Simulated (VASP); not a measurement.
# Hf: relaxation of cell and atoms with PBEsol

Hf:

```
Hf
1.0
     3.19238    0.00000    0.00000
    -1.59619    2.76469    0.00000
     0.00000    0.00000    5.04504
Hf
2
Direct
  0.33333 0.66667 0.25000
  0.66667 0.33333 0.75000
```

```
Program                : VASP 6.6.1
Task                   : relaxation of cell and atoms
Functional             : PBEsol
Potentials or basis    : VASP PAW PBE potentials, release 64 (Hf_pv)
Cutoff                 : 300 eV
k mesh                 : 15 × 15 × 8
Occupations            : gaussian, width 0.1 eV
Spin                   : no spin polarisation
Further INCAR settings : ALGO = Normal; EDIFF = 1e-07; IBRION = 2; EDIFFG = -0.005; NSW = 90; ISIF = 3
```

```
Relaxed volume                         : 21.49 Å³/atom
Relaxed cell                           : a = 3.155 Å, b = 3.155 Å, c = 4.984 Å, α = 90.00°, β = 90.00°, γ = 120.00°
Space group after relaxing (to 0.05 Å) : P6_3/mmc (No. 194)
Energy gained by relaxing              : 9.7 meV/atom
Ionic steps                            : 6
Pressure after relaxing                : 0.0 GPa
Band gap on the k mesh                 : none (metal or under the smearing width)
```

Step by step:
```
step  energy change (eV)  largest force (eV/Å)  pressure (GPa)  volume (Å³)
   1              0.0000                0.0000           -3.93        44.53
   2              0.0123                0.0000            5.63        41.10
   3             -0.0195                0.0000           -0.04        42.99
   4             -0.0195                0.0000            0.04        42.96
   5             -0.0195                0.0000           -0.04        42.99
   6             -0.0195                0.0000            0.00        42.98
```

Final structure:
```yaml
crystal:
  lattice:
    - [3.15534, 0.00000, 0.00000]
    - [-1.57767, 2.73261, 0.00000]
    - [0.00000, 0.00000, 4.98433]
  atoms:
    - { symbol: Hf, position: [0.33333, 0.66667, 0.25000] }
    - { symbol: Hf, position: [0.66667, 0.33333, 0.75000] }
```

Levels at points of the mesh, in eV from the Fermi level:
```
           k point  band 8  band 9  band 10  band 11  band 12  band 13
(0.00, 0.00, 0.00)   -3.85    0.83     1.17     1.17     1.48     2.04
(0.00, 0.00, 0.50)   -5.47    0.13     0.13     1.05     1.05     1.05
```

It took 54 s on 1 thread of Intel(R) Xeon(R) 6975P-C (Granite Rapids), with other jobs on the host, peak memory 0.15 GiB.

Caveat: the PAW data sets were made with another functional, which shifts forces and pressure a little. The run has no spin-orbit coupling, so splittings on Hf are missing.
